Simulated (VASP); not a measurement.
From an Ansatz input to VASP: MoSe2 (strained 2H (MoS2) bulk)

Ansatz input

```yaml
crystal:
  lattice:
    - [3.2062348642, 0.0, 0.0]
    - [-1.6031174321, 2.7766808429, 0.0]
    - [0.0, 0.0, 12.6951960959]
  atoms:
    - { symbol: Mo, position: [0.3333333333, 0.6666666667, 0.25] }
    - { symbol: Mo, position: [0.6666666667, 0.3333333333, 0.75] }
    - { symbol: Se, position: [0.6666666667, 0.3333333333, 0.3826415807] }
    - { symbol: Se, position: [0.6666666667, 0.3333333333, 0.1173584193] }
    - { symbol: Se, position: [0.3333333333, 0.6666666667, 0.8826415807] }
    - { symbol: Se, position: [0.3333333333, 0.6666666667, 0.6173584193] }
kpoints:
  mp_grid: { grid: [12, 12, 2] }
  band_path:
    path:
      - [0.0, 0.0, 0.0]
      - [0.5, 0.0, 0.0]
      - [0.3333333333, 0.3333333333, 0.0]
      - [0.0, 0.0, 0.5]
      - [0.5, 0.0, 0.5]
      - [0.3333333333, 0.3333333333, 0.5]
      - [0.184896, 0.184896, 0.0]
    npoints: 1
hamiltonian:
  xc: pbe
scf:
  occupations: { method: fermi_dirac, width: 0.02 }
  n_extra_bands: 5
output:
  forces: true
  stress: true
  eigenvalues: true
```

Question: Write VASP inputs for this cell and level of theory.

Answer: 

INCAR

```
NBANDS = 35
NELM = 120
EDIFF = 1E-7
ISMEAR = -1
GGA = PE
IBRION = -1
ISIF = 2
LWAVE = .FALSE.
SIGMA = 0.02
LCHARG = .TRUE.
LELF = .TRUE.
LREAL = .FALSE.
NSW = 0
ENCUT = 520
LASPH = .TRUE.
PREC = Accurate
```

KPOINTS

```
KPOINTS created by Atomic Simulation Environment
0
Gamma
12 12 2
0 0 0
```

KPOINTS_OPT

```
special points
7
Reciprocal
0.0000000000 0.0000000000 0.0000000000 1
0.5000000000 0.0000000000 0.0000000000 1
0.3333333333 0.3333333333 0.0000000000 1
0.0000000000 0.0000000000 0.5000000000 1
0.5000000000 0.0000000000 0.5000000000 1
0.3333333333 0.3333333333 0.5000000000 1
0.1848960000 0.1848960000 0.0000000000 1
```

POSCAR

```
Mo Se
 1.0000000000000000
     3.2062348642019916    0.0000000000000000    0.0000000000000000
    -1.6031174321009958    2.7766808428982750    0.0000000000000000
     0.0000000000000000    0.0000000000000000   12.6951960959000001
 Mo  Se
   2   4
Cartesian
 -0.0000000000000000  1.8511205619321833  3.1737990239750000
  1.6031174321009956  0.9255602809660917  9.5213970719249978
  1.6031174321009956  0.9255602809660917  4.8577099008594962
  1.6031174321009956  0.9255602809660917  1.4898881470905045
 -0.0000000000000000  1.8511205619321833 11.2053079488094944
 -0.0000000000000000  1.8511205619321833  7.8374861950405030
```

VASP ran with the recommended PBE PAW datasets (52 valence electrons in the cell). Other inputs would serve too.

```tsv
	Ansatz	VASP
gap between bands v and c	0.74 eV	0.74 eV
least direct gap	1.65 eV	1.65 eV
pressure	9.5 GPa	9.8 GPa
largest force	0.25 eV/Å	0.29 eV/Å
```

The two codes use different PAW datasets and cutoffs. VASP's cell holds 52 valence electrons and Ansatz's 92. Ansatz's stress includes a Pulay correction; VASP's doesn't.
